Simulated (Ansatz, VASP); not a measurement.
**WSe2 in VASP and in Ansatz**

```
Se W
1.0
     3.28549    0.00000    0.00000
    -1.64275    2.84532    0.00000
     0.00000    0.00000   32.73738
Se W
2 1
Direct
  0.33333 0.66667 0.44854
  0.33333 0.66667 0.55146
  0.66667 0.33333 0.50000
```

Alike in both runs: functional PBE; dispersion D3(BJ); k mesh 9 × 9 × 1; occupations gaussian, width 0.02 eV; no spin polarisation.

Ansatz relaxed the structure, and its values are those at the end. VASP's run is a single point on that final structure, the one shown.

|  | VASP | Ansatz |
| --- | --- | --- |
| version | VASP 6.6.1 | Ansatz 0.2.0 |
| potentials or method | VASP PAW PBE potentials, release 64 (Se, W_sv) | scalar-relativistic, plane waves, PAW |
| plane-wave cutoff (eV) | 520 | 420 |
| valence electrons in the cell | 26 | 46 |

```tsv
	VASP	Ansatz	Ansatz less VASP
gap on the k mesh at the Fermi level (eV)	1.67	1.67	+0.004
least direct gap on the mesh (eV)	1.67	1.67	+0.004
rms of the force components (eV/Å)	0.023	0.000	-0.0225
```

The two sets of potentials don't hold the same shells in valence.

Caveats: spin-orbit coupling is left out, which moves the levels of the heavy elements. As with any semilocal functional, this PBE gap is likely too small.
